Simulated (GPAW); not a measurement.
Runs of GPAW 26.7.0 on TiCo. Symmetry: Pm-3m, No. 221, cubic system. Conventional cell: a = 2.986 Å, b = 2.986 Å, c = 2.986 Å, α = 90.00°, β = 90.00°, γ = 90.00°. Around Co (site symmetry m-3m) lie 8 Ti at 2.59 Å. Around Ti (site symmetry m-3m) lie 8 Co at 2.59 Å. The cell comes from a database or a generator and needn't be the stable form of this composition.

```csv
level,gap on the mesh (eV),pressure (GPa),moment (μB),relaxed volume (Å³/atom)
PBEsol,none,0.0,0.60,12.67
PBEsol+D4,none,0.0,0.58,12.53
PBEsol+D3,none,-0.1,(a),12.30
PBEsol+D3(BJ)+ATM,none,-0.1,(b),12.32
PBEsol+D3(BJ),none,-0.1,0.54,12.23
```

Alike in all rows: task relaxation of cell and atoms; potentials or basis PAW data sets generated in the run's folder for this functional, pw; spin collinear, ferromagnetic start; cell relaxed; k mesh 9 × 9 × 9; cutoff (eV) 600; smearing fermi-dirac 0.05 eV.

Q: Estimate the missing entries.

A: (a) 0.55; (b) 0.56.

Caveats: each step starts from the last one's moments, so a moment once lost doesn't come back; later steps reuse the first step's grids; pairwise dispersion overbinds metals, which lowers pressure and volume (some runs).

A gap of «none» marks a metal or a gap under the smearing width.
